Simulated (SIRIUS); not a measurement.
## TiC: equation of state with WC

TiC:

```xyz
2
Lattice="0.0000 2.1657 2.1657 2.1657 0.0000 2.1657 2.1657 2.1657 0.0000" Properties=species:S:1:pos:R:3 pbc="T T T"
Ti    0.0000    0.0000    0.0000
C     2.1657    2.1657    2.1657
```

The cell is a database's computed one.

* Program: SIRIUS 7.12.0
* Task: equation of state
* Functional: WC
* Potentials or basis: all-electron FP-LAPW
* Cutoff: 255 eV
* Basis: apw+lo standard
* k mesh: 11 × 11 × 11
* Occupations: fermi-dirac, width 0.05 eV
* Spin: no spin polarisation

- Equilibrium volume: 9.92 Å³/atom
- Bulk modulus: 267 GPa
- Pressure derivative of the bulk modulus: 4.1

Energy against volume, from the lowest point:
```tsv
volume (Å³/atom)	energy (meV/atom)
9.548	12.21
9.752	2.36
9.955	0.00
10.158	4.57
10.361	15.13
10.564	31.35
10.767	52.52
```

All runs of the series together: 6.4 min on 1 thread of Arm Neoverse V2, on a shared host.
